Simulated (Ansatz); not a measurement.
# Sb: pressure up to the limit of the methods

Aim: compress Sb (bcc type) step by step, far beyond the usual range, and follow pressure and electronic structure. Methods of the runs shown: PAW. Its runs: cell relaxed at zero pressure (PAW); volume scaled by 1 (PAW); volume scaled by 0.9 (PAW); volume scaled by 0.8 (PAW); volume scaled by 0.7 (PAW); volume scaled by 0.6 (PAW); volume scaled by 0.5 (PAW); volume scaled by 0.4 (PAW and PAW (core large)).

Computed with Ansatz 0.2.0 (DFT PBE, with the methods named in each step, unless a step's input says otherwise).

## (1) The system as given

The structure is cubic, space group Im-3m (No. 229). Conventional cell: a = 3.826 Å, b = 3.826 Å, c = 3.826 Å, α = 90.00°, β = 90.00°, γ = 90.00°. Around Sb (site symmetry m-3m) lie 8 Sb at 3.31 Å.

Coordinates:

```cif
data_structure
_symmetry_space_group_name_H-M 'Im-3m'
_symmetry_Int_Tables_number 229
_cell_length_a 3.8259
_cell_length_b 3.8259
_cell_length_c 3.8259
_cell_angle_alpha 90.000
_cell_angle_beta 90.000
_cell_angle_gamma 90.000
_cell_volume 56.00
loop_
_atom_site_label
_atom_site_type_symbol
_atom_site_symmetry_multiplicity
_atom_site_Wyckoff_symbol
_atom_site_fract_x
_atom_site_fract_y
_atom_site_fract_z
_atom_site_occupancy
Sb1 Sb 2 a 0.00000 0.00000 0.00000 1
```

The file gives the conventional cell by its symmetry; the runs use the cell typed in the input.

Whether this phase is the stable one at these pressures isn't tested.

## (2) Cell relaxed at zero pressure, PAW

Contents of input.yaml:

```yaml
crystal:
  lattice:
    - [-1.9129311828, 1.9129311828, 1.9129311828]
    - [1.9129311828, -1.9129311828, 1.9129311828]
    - [1.9129311828, 1.9129311828, -1.9129311828]
  atoms:
    - { symbol: Sb, position: [0.0, 0.0, 0.0] }
kpoints:
  mp_grid: { grid: [16, 16, 16] }
scf:
  occupations: { method: fermi_dirac, width: 0.1 }
hamiltonian:
  xc: pbe
  pseudopotentials: { kind: paw }
output:
  forces: true
  stress: true
relax:
  f_tol: 0.005
  max_steps: 40
  cell: {}
```

Launch:

```bash
$ ansatz run input.yaml --threads 1 --pin off --max-ram 2048MiB --backend cpu --events-out ev --progress --plain --runs-dir out
```

The runs that follow: Volume scaled by 1, PAW; Volume scaled by 0.9, PAW; Volume scaled by 0.8, PAW; Volume scaled by 0.7, PAW; Volume scaled by 0.6, PAW; Volume scaled by 0.5, PAW; Volume scaled by 0.4, PAW; Volume scaled by 0.4, PAW (core large).

Q: Predict the outcome of this session. Wanted: PAW pressure at 0.4 of the volume; PAW; fitted bulk modulus at zero pressure.

**Answer**, as computed:

| quantity | value |
| --- | --- |
| PAW pressure at 0.4 of the volume | 455.4 GPa |
| PAW (core large) pressure at 0.4 of the volume | 455.4 GPa |
| fitted bulk modulus at zero pressure (PAW) | 60 GPa |
| its pressure derivative | 4.48 |

What this shows: By PAW the pressure climbs to 455 GPa at 0.4 of the first volume. One third-order Birch-Murnaghan curve follows these points (B₀ = 60 GPa, B′ = 4.48, misfit at most 0.35 GPa). A fit over so wide a range leans to the high pressures, so B₀ can be off by several per cent. No all-electron run checks these rows here, and frozen cores can fail under such compression. The ions are at rest, and the electrons smeared by 0.1 eV. Spin-orbit coupling is left out, though the cell holds Sb; in elements this heavy it can shift bands and gaps by tenths of an eV.
